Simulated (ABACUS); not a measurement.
The system is Au.

```
CELL_PARAMETERS angstrom
0.00000 2.03500 2.03500
2.03500 0.00000 2.03500
2.03500 2.03500 0.00000
ATOMIC_POSITIONS crystal
Au 0.00000 0.00000 0.00000
```

Base run:

* Program: ABACUS 3.10.1
* Functional: PBE
* Potentials or basis: PseudoDojo NC SR 0.4.1 PBE standard
* Cutoff: 1034 eV
* Density cutoff: 4136 eV
* Basis: plane waves
* k mesh: 11 × 11 × 11
* Occupations: fermi-dirac, width 0.05 eV
* Spin: no spin polarisation

Its results: band gap on the k mesh none (metal or under the smearing width); pressure 10.4 GPa.

Task: The run is repeated on the same cell with these changes: cutoff from 1034 eV to 1361 eV; density cutoff from 4136 eV to 5442 eV; basis from plane waves to DZP LCAO (the cutoffs set its grid). What comes out?

Result: Band gap on the k mesh none (metal or under the smearing width); pressure 11.4 GPa.

Caveats: the atomic orbitals were generated for these runs and aren't a published set (some runs); the basis of atomic orbitals isn't converged, which shifts pressures, moduli and gaps (some runs).

Not every run made on this cell is shown here.
